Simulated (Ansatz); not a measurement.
# Ruthenium, hcp under r²SCAN: convergence with the plane-wave cutoff, part 2 of 2

How high must the plane-wave cutoff be for energy and pressure to settle? The geometry was relaxed under r²SCAN beforehand and stays fixed; 9 values are run, from 150 to 800 eV. Wanted are the values from which on the energy stays within 10 and 1 meV/atom, and the pressure within 0.5 GPa, of the last run. Within the series other settings stay, but some runs also write fields, which adds to their time. Spin polarisation is left out.

Ansatz 0.2.0; DFT r²SCAN, plane waves with PAW, scalar-relativistic. Earlier steps stand in the parts before.

**7. With a cutoff of 350 eV**

The run at 350 eV.

File input.yaml:

```yaml
crystal:
  lattice:
    - [2.7059477279, 0.0, 0.0]
    - [-1.3529738639, 2.3434194737, 0.0]
    - [0.0, 0.0, 4.2579056513]
  atoms:
    - { symbol: Ru, position: [0.3333333333, 0.6666666667, 0.25] }
    - { symbol: Ru, position: [0.6666666667, 0.3333333333, 0.75] }
hamiltonian:
  xc: r2scan
  pseudopotentials:
    kind: paw
    azcp:
      Ru: "pseudopotentials/Ru.paw.azcp"
basis:
  ecutwfc: 350
  fft_grid_basis: typed
kpoints:
  mp_grid: { grid: [13, 13, 8], shift: [0, 0, 0] }
magnetization:
  spin_polarized: false
scf:
  occupations: { method: fermi_dirac, width: 0.1 }
  lower_state_search: "off"
output:
  stress: true
```

Command:

```sh
ansatz run input.yaml --threads 2 --pin off --max-ram 5120MiB --backend cpu --events-out ev --progress --plain --runs-dir out
```

Output (excerpt; [...] marks lines left out):

```text
Warning: basis.ecutwfc = 350 eV is below the records' recommended 500 eV, and the density's cutoff is lower with it unless basis.ecutrho_ratio is high enough to keep the records' density cutoff: compare with a run at a higher cutoff
Warning: RAYON_NUM_THREADS=2 ignored (pool sized by the plan → 2); use --threads N
[...]
Pseudopotentials: kind: paw
Pseudopotential: Ru, paw, valence charge 16, recommended cutoff 500 eV (meta_gga), <dir>
Functional definition: r2SCAN
[...]
Crystal: 2 atoms, lattice volume = 27.000 Å³
Basis set: ecut = 350 eV, 391 PW (Γ), exchange–correlation on 72×72×108 points (64 copies of the dense FFT grid, shifted against one another)
Bands: 20, of which v1, the nominal top of the filled ones, is band 16 counted from 1 (15 counted from 0)
Symmetry: 24 space group operations
Space group: P63/mmc (ITA 194), of the structure as read, at distance tolerance 3.0e-5 Å
k-points: 105 of 1352
[...]
SCF iter   1: F=-11781.398776 eV  HF=-11781.379559 eV  |F-HF|=1.92e-2  |Δ(HF+E_count)|=         —  Δρ=1.12e-2  dr2=1.08e-2  dr2_τ=1.66e-2  ethr=1.77e-3  ⟨swp⟩=5.0  Hψ=20152  notcnv=0  defer=20
[...]
SCF iter   6: F=-11781.403231 eV  HF=-11781.403231 eV  |F-HF|=9.44e-9  |Δ(HF+E_count)|=   6.64e-7  Δρ=1.16e-5  dr2=1.46e-8  dr2_τ=1.76e-9  ethr=3.13e-10  ⟨swp⟩=4.2  Hψ=8101  notcnv=0
[...]
SCF converged after 6 iterations
Free energy (F): -11781.403231 eV
[...]
E sigma→0 (E₀):  -11781.377325 eV
Entropy (-TS):   -0.051812 eV (-25.906 meV/atom)
Fermi energy:    23.588447 eV
[...]
--- Stress (GPa, compression-positive) ---
       -0.261472       0.000000      -0.000000
        0.000000      -0.261472      -0.000000
       -0.000000      -0.000000      -0.233596
  P = ⅓ Tr σ = -0.2522 GPa (-2.522 kbar)
```

Wall time 1.4 s (2 threads of Intel Xeon 6975P-C (Granite Rapids), shared host); peak memory 0.38 GiB.

**8. With a cutoff of 420 eV**

The run at 420 eV.

Edit input.yaml of step 7 so:

```diff
@@ -15,3 +15,3 @@
 basis:
-  ecutwfc: 350
+  ecutwfc: 420
   fft_grid_basis: typed
```

Command:

```sh
ansatz run input.yaml --threads 2 --pin off --max-ram 5120MiB --backend cpu --events-out ev --progress --plain --runs-dir out
```

Output (excerpt; [...] marks lines left out):

```text
Warning: basis.ecutwfc = 420 eV is below the records' recommended 500 eV, and the density's cutoff is lower with it unless basis.ecutrho_ratio is high enough to keep the records' density cutoff: compare with a run at a higher cutoff
Warning: RAYON_NUM_THREADS=2 ignored (pool sized by the plan → 2); use --threads N
[...]
Pseudopotentials: kind: paw
Pseudopotential: Ru, paw, valence charge 16, recommended cutoff 500 eV (meta_gga), <dir>
Functional definition: r2SCAN
[...]
Crystal: 2 atoms, lattice volume = 27.000 Å³
Basis set: ecut = 420 eV, 537 PW (Γ), exchange–correlation on 80×80×120 points (64 copies of the dense FFT grid, shifted against one another)
Bands: 20, of which v1, the nominal top of the filled ones, is band 16 counted from 1 (15 counted from 0)
Symmetry: 24 space group operations
Space group: P63/mmc (ITA 194), of the structure as read, at distance tolerance 3.0e-5 Å
k-points: 105 of 1352
[...]
SCF iter   1: F=-11781.425430 eV  HF=-11781.405153 eV  |F-HF|=2.03e-2  |Δ(HF+E_count)|=         —  Δρ=1.04e-2  dr2=9.28e-3  dr2_τ=1.60e-2  ethr=1.77e-3  ⟨swp⟩=5.0  Hψ=20724  notcnv=0  defer=14
[...]
SCF iter   6: F=-11781.429468 eV  HF=-11781.429468 eV  |F-HF|=1.06e-8  |Δ(HF+E_count)|=   1.06e-6  Δρ=1.27e-5  dr2=1.54e-8  dr2_τ=2.97e-9  ethr=3.13e-10  ⟨swp⟩=4.9  Hψ=8504  notcnv=0
[...]
SCF converged after 6 iterations
Free energy (F): -11781.429468 eV
[...]
E sigma→0 (E₀):  -11781.403584 eV
Entropy (-TS):   -0.051768 eV (-25.884 meV/atom)
Fermi energy:    23.591518 eV
[...]
--- Stress (GPa, compression-positive) ---
       -0.012318       0.000000      -0.000000
        0.000000      -0.012318      -0.000000
       -0.000000      -0.000000      -0.012079
  P = ⅓ Tr σ = -0.0122 GPa (-0.122 kbar)
```

Run time: 1.5 s. Hardware: 2 threads of Intel Xeon 6975P-C (Granite Rapids), shared host; peak memory 0.41 GiB.

**9. With a cutoff of 500 eV**

The run at 500 eV.

Edit input.yaml of step 8 so:

```diff
@@ -15,3 +15,3 @@
 basis:
-  ecutwfc: 420
+  ecutwfc: 500
   fft_grid_basis: typed
@@ -26 +26,5 @@
   stress: true
+  write_density: true
+  write_potential: true
+  elf: true
+  volumetric_format: npy
```

Command:

```sh
ansatz run input.yaml --threads 2 --pin off --max-ram 5120MiB --backend cpu --events-out ev --progress --plain --runs-dir out
```

Output (excerpt; [...] marks lines left out):

```text
Warning: RAYON_NUM_THREADS=2 ignored (pool sized by the plan → 2); use --threads N
[...]
Pseudopotentials: kind: paw
Pseudopotential: Ru, paw, valence charge 16, recommended cutoff 500 eV (meta_gga), <dir>
Functional definition: r2SCAN
[...]
Crystal: 2 atoms, lattice volume = 27.000 Å³
Basis set: ecut = 500 eV, 687 PW (Γ), exchange–correlation on 80×80×128 points (64 copies of the dense FFT grid, shifted against one another)
Bands: 20, of which v1, the nominal top of the filled ones, is band 16 counted from 1 (15 counted from 0)
Symmetry: 24 space group operations
Space group: P63/mmc (ITA 194), of the structure as read, at distance tolerance 3.0e-5 Å
k-points: 105 of 1352
[...]
SCF iter   1: F=-11781.431010 eV  HF=-11781.411102 eV  |F-HF|=1.99e-2  |Δ(HF+E_count)|=         —  Δρ=1.10e-2  dr2=1.00e-2  dr2_τ=1.43e-2  ethr=1.77e-3  ⟨swp⟩=5.0  Hψ=21095  notcnv=0  defer=13
[...]
SCF iter   6: F=-11781.435241 eV  HF=-11781.435241 eV  |F-HF|=1.29e-8  |Δ(HF+E_count)|=   1.16e-6  Δρ=1.32e-5  dr2=1.65e-8  dr2_τ=3.79e-9  ethr=3.13e-10  ⟨swp⟩=12.6  Hψ=17897  notcnv=0
[...]
SCF converged after 6 iterations
Free energy (F): -11781.435241 eV
[...]
E sigma→0 (E₀):  -11781.409354 eV
Entropy (-TS):   -0.051775 eV (-25.887 meV/atom)
Fermi energy:    23.591030 eV
[...]
--- Stress (GPa, compression-positive) ---
        0.004955       0.000000      -0.000000
        0.000000       0.004955      -0.000000
       -0.000000      -0.000000      -0.006049
  P = ⅓ Tr σ = 0.0013 GPa (0.013 kbar)
--- Band table (eV; the first three rows and the last of 105) ---
  k-point 0: bands = ["-51.7956", "-51.5616", "-21.5487", "-20.5300", "-20.5300", "-20.3394", "-20.3394", "-20.2836", "15.1969", "17.0287", "20.8276", "20.8276", "21.0738", "21.5484", "21.5484", "22.0349", "22.0349", "24.7941", "24.7941", "24.9828", "34.5404", "38.9630", "41.6165", "42.2474"]
[...]
```

Wall time 2.3 s (2 threads of Intel Xeon 6975P-C (Granite Rapids), shared host); peak memory 0.44 GiB.

**10. With a cutoff of 600 eV**

The run at 600 eV.

Edit input.yaml of step 9 so:

```diff
@@ -15,3 +15,3 @@
 basis:
-  ecutwfc: 500
+  ecutwfc: 600
   fft_grid_basis: typed
@@ -26,5 +26 @@
   stress: true
-  write_density: true
-  write_potential: true
-  elf: true
-  volumetric_format: npy
```

Command:

```sh
ansatz run input.yaml --threads 2 --pin off --max-ram 5120MiB --backend cpu --events-out ev --progress --plain --runs-dir out
```

Output (excerpt; [...] marks lines left out):

```text
Warning: RAYON_NUM_THREADS=2 ignored (pool sized by the plan → 2); use --threads N
[...]
Pseudopotentials: kind: paw
Pseudopotential: Ru, paw, valence charge 16, recommended cutoff 500 eV (meta_gga), <dir>
Functional definition: r2SCAN
[...]
Crystal: 2 atoms, lattice volume = 27.000 Å³
Basis set: ecut = 600 eV, 929 PW (Γ), exchange–correlation on 96×96×144 points (64 copies of the dense FFT grid, shifted against one another)
Bands: 20, of which v1, the nominal top of the filled ones, is band 16 counted from 1 (15 counted from 0)
Symmetry: 24 space group operations
Space group: P63/mmc (ITA 194), of the structure as read, at distance tolerance 3.0e-5 Å
k-points: 105 of 1352
[...]
SCF iter   1: F=-11781.433820 eV  HF=-11781.414156 eV  |F-HF|=1.97e-2  |Δ(HF+E_count)|=         —  Δρ=1.13e-2  dr2=1.04e-2  dr2_τ=1.27e-2  ethr=1.77e-3  ⟨swp⟩=5.0  Hψ=21447  notcnv=0  defer=20
[...]
SCF iter   6: F=-11781.438200 eV  HF=-11781.438200 eV  |F-HF|=1.50e-8  |Δ(HF+E_count)|=   1.26e-6  Δρ=1.34e-5  dr2=1.62e-8  dr2_τ=4.04e-9  ethr=3.13e-10  ⟨swp⟩=5.0  Hψ=8856  notcnv=0
[...]
SCF converged after 6 iterations
Free energy (F): -11781.438200 eV
[...]
E sigma→0 (E₀):  -11781.412311 eV
Entropy (-TS):   -0.051779 eV (-25.890 meV/atom)
Fermi energy:    23.590954 eV
[...]
--- Stress (GPa, compression-positive) ---
        0.038417      -0.000000      -0.000000
        0.000000       0.038417      -0.000000
       -0.000000      -0.000000       0.025614
  P = ⅓ Tr σ = 0.0341 GPa (0.341 kbar)
```

Run time: 2.5 s. Hardware: 2 threads of Intel Xeon 6975P-C (Granite Rapids), shared host; peak memory 0.49 GiB.

**11. With a cutoff of 800 eV**

The run at 800 eV.

Edit input.yaml of step 10 so:

```diff
@@ -15,3 +15,3 @@
 basis:
-  ecutwfc: 600
+  ecutwfc: 800
   fft_grid_basis: typed
@@ -26 +26,5 @@
   stress: true
+  write_density: true
+  write_potential: true
+  elf: true
+  volumetric_format: npy
```

Command:

```sh
ansatz run input.yaml --threads 2 --pin off --max-ram 5120MiB --backend cpu --events-out ev --progress --plain --runs-dir out
```

Output (excerpt; [...] marks lines left out):

```text
Warning: RAYON_NUM_THREADS=2 ignored (pool sized by the plan → 2); use --threads N
[...]
Pseudopotentials: kind: paw
Pseudopotential: Ru, paw, valence charge 16, recommended cutoff 500 eV (meta_gga), <dir>
Functional definition: r2SCAN
[...]
Crystal: 2 atoms, lattice volume = 27.000 Å³
Basis set: ecut = 800 eV, 1387 PW (Γ), exchange–correlation on 100×100×160 points (64 copies of the dense FFT grid, shifted against one another)
Bands: 20, of which v1, the nominal top of the filled ones, is band 16 counted from 1 (15 counted from 0)
Symmetry: 24 space group operations
Space group: P63/mmc (ITA 194), of the structure as read, at distance tolerance 3.0e-5 Å
k-points: 105 of 1352
[...]
SCF iter   1: F=-11781.436349 eV  HF=-11781.416910 eV  |F-HF|=1.94e-2  |Δ(HF+E_count)|=         —  Δρ=1.14e-2  dr2=1.05e-2  dr2_τ=1.07e-2  ethr=1.77e-3  ⟨swp⟩=5.0  Hψ=21448  notcnv=0  defer=27
[...]
SCF iter   6: F=-11781.440786 eV  HF=-11781.440786 eV  |F-HF|=1.58e-8  |Δ(HF+E_count)|=   1.30e-6  Δρ=1.37e-5  dr2=1.73e-8  dr2_τ=4.50e-9  ethr=3.13e-10  ⟨swp⟩=12.9  Hψ=18529  notcnv=0
[...]
SCF converged after 6 iterations
Free energy (F): -11781.440786 eV
[...]
E sigma→0 (E₀):  -11781.414897 eV
Entropy (-TS):   -0.051777 eV (-25.888 meV/atom)
Fermi energy:    23.590938 eV
[...]
--- Stress (GPa, compression-positive) ---
        0.017991      -0.000000      -0.000000
        0.000000       0.017991      -0.000000
       -0.000000      -0.000000       0.007925
  P = ⅓ Tr σ = 0.0146 GPa (0.146 kbar)
--- Band table (eV; the first three rows and the last of 105) ---
  k-point 0: bands = ["-51.7963", "-51.5624", "-21.5492", "-20.5307", "-20.5307", "-20.3401", "-20.3401", "-20.2843", "15.1965", "17.0288", "20.8276", "20.8276", "21.0737", "21.5484", "21.5484", "22.0350", "22.0350", "24.7941", "24.7941", "24.9822", "34.5394", "38.9628", "41.6167", "42.2472"]
[...]
```

Wall time 4.5 s (2 threads of Intel Xeon 6975P-C (Granite Rapids), shared host); peak memory 0.55 GiB.

**12. Convergence table**

Differences are taken from the run at 800 eV.

```
cutoff (eV)  plane waves at Γ  E(σ → 0) (meV/atom)  P (GPa)  SCF cycles  CPU time
        150               111             43458.58  -198.85           7     1.3 s
        200               159              9706.89   -13.98           7     1.7 s
        250               251              1429.47     9.40           6     2.2 s
        300               313               158.65    -1.21           6     2.3 s
        350               391                18.79    -0.25           6     2.5 s
        420               537                 5.66    -0.01           6     2.8 s
        500               687                 2.77     0.00           6     4.4 s
        600               929                 1.29     0.03           6     4.7 s
        800              1387                 0.00     0.01           6     8.7 s
```

**13. What came out**

The summary covers parts 1 to 2.

| quantity | value |
| --- | --- |
| E(σ → 0) stays within 10 meV/atom of 800 eV | from 420 eV on |
| E(σ → 0) stays within 1 meV/atom | not reached before 800 eV |
| pressure stays within 0.5 GPa | from 350 eV on |
| pressure at 800 eV | 0.01 GPa |
| CPU time, dearest over cheapest | 6.9 |
| run at the usual settings (mesh 22×22×12 against the series' 13×13×8, 500 eV) | +0.8 meV/atom from 800 eV, -0.03 GPa |

**Reading.** At 150 eV the energy differs by +43459 meV/atom and the pressure by -198.9 GPa. The energy falls at each step up in cutoff, as the variational principle asks. The total energy has not settled to 1 meV/atom before the last cutoff.
